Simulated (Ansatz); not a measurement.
The system is TiO2 (Anatase).

```xyz
6
Lattice="-1.8921 1.8921 4.7573 1.8921 -1.8921 4.7573 1.8921 1.8921 -4.7573" Properties=species:S:1:pos:R:3 pbc="T T T"
Ti    0.0000    1.8921    2.3786
Ti    0.0000    0.0000    0.0000
O     0.0000    0.0000    7.5346
O     0.0000    1.8921    0.3987
O     0.0000    1.8921    4.3586
O     0.0000    0.0000    1.9800
```

| Item | Value |
| --- | --- |
| Program | Ansatz 0.2.0 |
| Task | single point |
| Functional | PBEsol |
| Potentials or basis | all-electron LAPW, scalar-relativistic |
| Cutoff | 415 eV (chosen from the basis error) |
| Basis error allowed | 0.001 eV/atom |
| k mesh | 10 × 10 × 10 |
| Occupations | fermi-dirac, width 0.05 eV |
| Spin | no spin polarisation |

On this cell: pressure -1.1 GPa; largest force 0.007 eV/Å; band gap on the k mesh 2.08 eV, indirect (least direct gap 2.42 eV).

The same run follows on a disturbed copy (atoms moved at random, drawn with an rms of 0.05 Å):

```xyz
6
Lattice="-1.8921 1.8921 4.7573 1.8921 -1.8921 4.7573 1.8921 1.8921 -4.7573" Properties=species:S:1:pos:R:3 pbc="T T T"
Ti   -0.0099    1.8803    2.4010
Ti   -0.0114    0.0122   -0.0021
O     0.0186   -0.0285    7.5182
O    -0.0010    1.8975    0.3808
O    -0.0460    1.8477    4.3961
O    -0.0004    0.0216    1.9962
```

Q: What changes?

A: The energy moves by +9.3 meV/atom; pressure -1.9 GPa; largest force 0.898 eV/Å; band gap on the k mesh 2.01 eV, indirect (least direct gap 2.40 eV).

Forces on the atoms (eV/Å):
```
Ti   0.037  0.033 -0.322
Ti  -0.054 -0.020  0.260
O   -0.602  0.240  0.322
O   -0.152 -0.087  0.342
O    0.743  0.218 -0.455
O    0.028 -0.383 -0.146
```

Stress tensor (GPa, compression positive):
```
 0.43 -0.02  1.22
-0.02 -2.46 -0.18
 1.22 -0.18 -3.81
```

A k mesh can miss the band edges.
